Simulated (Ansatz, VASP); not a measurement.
## GaSb3 in VASP and in Ansatz

Contents of INCAR:

```
SYSTEM = GaSb3
  PREC = Accurate
  ENCUT = 520
  EDIFF = 1E-6
  ISMEAR = 0
  SIGMA = 0.15
  LREAL = .False.
  LASPH = .True.
  NELM = 100
  ALGO = Normal
  ISIF = 2
  LWAVE = .False.
  LCHARG = .False.
  GGA = CA
  NBANDS = 22
```

Contents of KPOINTS:

```
Automatic mesh
0
Gamma
  10 10 10
  0 0 0
```

File POSCAR:

```
GaSb3
1.0
    0.0000000000      3.7161215213      3.7161215213
    3.7161215213      0.0000000000      3.7161215213
    3.7161215213      3.7161215213      0.0000000000
Ga Sb
1 3
Direct
    0.0000000000      0.0000000000      0.0000000000
    0.2500000000      0.2500000000      0.2500000000
    0.7500000000      0.7500000000      0.7500000000
    0.5000000000      0.5000000000      0.5000000000
```

Input for Ansatz:

```yaml
crystal:
  lattice:
    - [0.0, 3.7161215213, 3.7161215213]
    - [3.7161215213, 0.0, 3.7161215213]
    - [3.7161215213, 3.7161215213, 0.0]
  atoms:
    - { symbol: Ga, position: [0.0, 0.0, 0.0] }
    - { symbol: Sb, position: [0.25, 0.25, 0.25] }
    - { symbol: Sb, position: [0.75, 0.75, 0.75] }
    - { symbol: Sb, position: [0.5, 0.5, 0.5] }
basis:
  ecutwfc: 420
kpoints:
  mp_grid: { grid: [10, 10, 10] }
hamiltonian:
  xc: lda
  pseudopotentials: { kind: paw, azcp: { folder: soft_1 } }
scf:
  occupations: { method: gaussian, width: 0.15 }
output:
  forces: true
  stress: true
  eigenvalues: true
```

Alike in both runs: task single point; functional LDA; k mesh 10 × 10 × 10; occupations gaussian, width 0.15 eV; no spin polarisation.

```csv
,VASP,Ansatz
version,VASP 6.6.1,Ansatz 0.2.0
potentials or method,"VASP PAW LDA potentials, release 64 (Ga_d, Sb)","scalar-relativistic, plane waves, PAW"
plane-wave cutoff (eV),520,420
valence electrons in the cell,28,58
```

```csv
,VASP,Ansatz,Ansatz less VASP
gap on the k mesh at the Fermi level (eV),none,none,-
pressure (GPa),-4.2,-4.2,-0.04
```

A gap of «none» marks a metal or a gap that the smearing closes. The two sets of potentials don't hold the same shells in valence. Ansatz warned: «pseudo_functional_mismatch».

The runs have no spin-orbit coupling, so splittings on Sb are missing.
